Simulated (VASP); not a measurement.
Input of a VASP 6.6.1 run:

INCAR

```
PREC     = Accurate       # precision mode
ENCUT    = 520            # plane-wave cutoff, eV
EDIFF    = 1E-6           # SCF threshold, eV
ISMEAR   = 0              # smearing method
SIGMA    = 0.03           # smearing width, eV
LREAL    = False          # projectors in reciprocal space
LASPH    = True           # aspherical terms in the spheres
NELM     = 80             # most SCF steps
ALGO     = Normal         # electronic algorithm
ISIF     = 2              # what is computed and relaxed
LWAVE    = False          # write WAVECAR
LCHARG   = False          # write CHGCAR
LMAXMIX  = 4              # l up to which the mixer works
GGA      = PE             # functional
NBANDS   = 33             # bands
KPAR     = 2
```

KPOINTS

```
regular mesh
0
Gamma
  10 10 10
```

File POSCAR:

```
TiO2
1.0
   -1.8921000000      1.8921000000      4.7573000000
    1.8921000000     -1.8921000000      4.7573000000
    1.8921000000      1.8921000000     -4.7573000000
Ti O
2 4
Direct
    0.0000000000      0.0000000000      0.0000000000
    0.7500000000      0.2500000000      0.5000000000
    0.2081000000      0.2081000000      0.0000000000
    0.9581000000      0.4581000000      0.5000000000
    0.5419000000      0.0419000000      0.5000000000
    0.7919000000      0.7919000000      0.0000000000
```

File KPOINTS_OPT:

```
explicit points
221
Reciprocal
 0.0000000000  0.0000000000  0.0000000000 1
-0.0263157895  0.0263157895  0.0000000000 1
-0.0526315789  0.0526315789  0.0000000000 1
-0.0789473684  0.0789473684  0.0000000000 1
-0.1052631579  0.1052631579  0.0000000000 1
-0.1315789474  0.1315789474  0.0000000000 1
[... 213 lines left out ...]
-0.2500000000  0.7500000000 -0.2500000000 1
 0.0000000000  0.0000000000  0.0000000000 1
```

Potentials or basis: VASP PAW PBE potentials, release 64 (Ti_sv, O).

Launch:

```sh
$ cat potpaw_PBE.64/Ti_sv/POTCAR potpaw_PBE.64/O/POTCAR > POTCAR
$ mpirun -np 2 vasp_std > vasp.out
```

Question: What does it give for the largest force?

Answer: 0.124 eV/Å.

Question: What does it give for the band gap along the path?

Answer: 2.10 eV, indirect (least direct gap 2.44 eV).

Levels at the corners of the path, in eV from the valence-band top:
```csv
point,band 21,band 22,band 23,band 24,band 25,band 26,band 27,band 28
Γ,-0.77,-0.77,-0.48,-0.48,2.10,2.84,3.98,3.98
X,-2.07,-2.07,-0.05,-0.05,3.33,3.33,3.80,3.80
X,-2.07,-2.07,-0.05,-0.05,3.33,3.33,3.80,3.80
Y,-1.91,-1.91,-0.09,-0.09,3.30,3.30,3.75,3.75
Y,-1.91,-1.91,-0.09,-0.09,3.30,3.30,3.75,3.75
S,-1.20,-0.94,-0.91,-0.82,3.20,3.46,3.56,3.61
S,-1.20,-0.94,-0.91,-0.82,3.20,3.46,3.56,3.61
Γ,-0.77,-0.77,-0.48,-0.48,2.10,2.84,3.98,3.98
Γ,-0.77,-0.77,-0.48,-0.48,2.10,2.84,3.98,3.98
Z,-1.27,-1.27,-0.13,-0.13,2.45,2.45,3.76,3.76
Z,-1.27,-1.27,-0.13,-0.13,2.45,2.45,3.76,3.76
S1,-1.20,-0.94,-0.91,-0.82,3.20,3.46,3.56,3.61
S1,-1.20,-0.94,-0.91,-0.82,3.20,3.46,3.56,3.61
N,-1.97,-0.96,-0.85,-0.65,3.22,3.54,3.55,3.65
N,-1.97,-0.96,-0.85,-0.65,3.22,3.54,3.55,3.65
P,-1.60,-1.60,-0.25,-0.25,3.56,3.56,3.59,3.59
P,-1.60,-1.60,-0.25,-0.25,3.56,3.56,3.59,3.59
Y1,-1.91,-1.91,-0.09,-0.09,3.30,3.30,3.75,3.75
Y1,-1.91,-1.91,-0.09,-0.09,3.30,3.30,3.75,3.75
Z,-1.27,-1.27,-0.13,-0.13,2.45,2.45,3.76,3.76
X,-2.07,-2.07,-0.05,-0.05,3.33,3.33,3.80,3.80
P,-1.60,-1.60,-0.25,-0.25,3.56,3.56,3.59,3.59
```
